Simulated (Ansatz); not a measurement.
# C: the cost of one run

Program: Ansatz 0.2.0. Level of theory: DFT PBE+D3(BJ), scalar-relativistic, plane waves, PAW. These are calculated values, not measurements.

4 further runs of the same task are left out: 4 set aside as unsound or not needed. Runs told in other sessions of the task aren't counted.

## (1) The system as given

The cell holds 22 atoms (C22): a = 5.918 Å, b = 5.853 Å, c = 6.064 Å, α = 93.73°, β = 95.01°, γ = 87.42°.

It is the last frame of an earlier stage of the same melt, run at 6750 K.

The coordinates stand in the first input below.

## (2) Dynamics at 6750 K

One k point, a Fermi-Dirac width of 0.582 eV and a fixed cell.

File input.yaml:

```yaml
crystal:
  lattice:
    - [5.911108, 0.128383, -0.259624]
    - [0.128383, 5.848267, -0.191321]
    - [-0.259624, -0.191321, 6.05548]
  atoms:
    - { symbol: C, position: [0.8845901597, 0.0084159361, 0.1021410639] }
    - { symbol: C, position: [0.8424374867, 0.2728082544, 0.2540316973] }
    - { symbol: C, position: [0.684584127, 0.8287239124, 0.6736970233] }
    - { symbol: C, position: [0.1338971322, 0.4406992253, 0.4888916828] }
    - { symbol: C, position: [0.1920794011, 0.3340029835, 0.957800411] }
    - { symbol: C, position: [0.0457075682, 0.8254160622, 0.4495837267] }
    - { symbol: C, position: [0.0464293371, 0.0516623791, 0.5015378539] }
    - { symbol: C, position: [0.6278507199, 0.3635425077, 0.3651553915] }
    - { symbol: C, position: [0.2201604796, 0.2514171369, 0.6221628875] }
    - { symbol: C, position: [0.5599531622, 0.1621446393, 0.4188767135] }
    - { symbol: C, position: [0.6220430451, 0.8381896579, 0.9993364656] }
    - { symbol: C, position: [0.5051980302, 0.7503412726, 0.4736096421] }
    - { symbol: C, position: [0.5801218856, 0.864587718, 0.2502499106] }
    - { symbol: C, position: [0.7045556566, 0.4304335394, 0.1394160211] }
    - { symbol: C, position: [0.0672118608, 0.6353931883, 0.493600515] }
    - { symbol: C, position: [0.5119829363, 0.9836727307, 0.7936683549] }
    - { symbol: C, position: [0.1012821461, 0.3114431502, 0.1778000289] }
    - { symbol: C, position: [0.4411972335, 0.0146582476, 0.994588222] }
    - { symbol: C, position: [0.1100863563, 0.0536674003, 0.0515929099] }
    - { symbol: C, position: [0.7034007807, 0.3062810511, 0.8171205843] }
    - { symbol: C, position: [0.7553184507, 0.1147548552, 0.6023793998] }
    - { symbol: C, position: [0.5815869299, 0.5444651812, 0.917112913] }
  symmetry: { detect: false }
basis:
  ecutwfc: 420
  xc_grid: 1
kpoints:
  mp_grid: { grid: [1, 1, 1], shift: [0.25, 0.25, 0.25] }
hamiltonian:
  xc: pbe
  dispersion: d3bj
scf:
  occupations: { method: fermi_dirac, width: 0.5817 }
  lower_state_search: "off"
  convergence: { dr2_threshold: 1.0e-05 }
output:
  forces: true
  stress: true
md:
  timestep: 2.0
  n_steps: 209
  ensemble: nvt_langevin
  friction: 0.005
  temperature: 6750.0
  initial_velocities: maxwell_boltzmann
  seed: 43988
```

Started as:

```bash
ansatz run input.yaml --threads 2 --pin off --max-ram 5120MiB --backend cpu --events-out ev --progress --plain --runs-dir out
```

What time and memory should one allow on 2 threads of Intel Xeon at 2.50GHz (Skylake/Cascade Lake), shared host?

About 9.1 min, with a peak of 0.39 GiB.
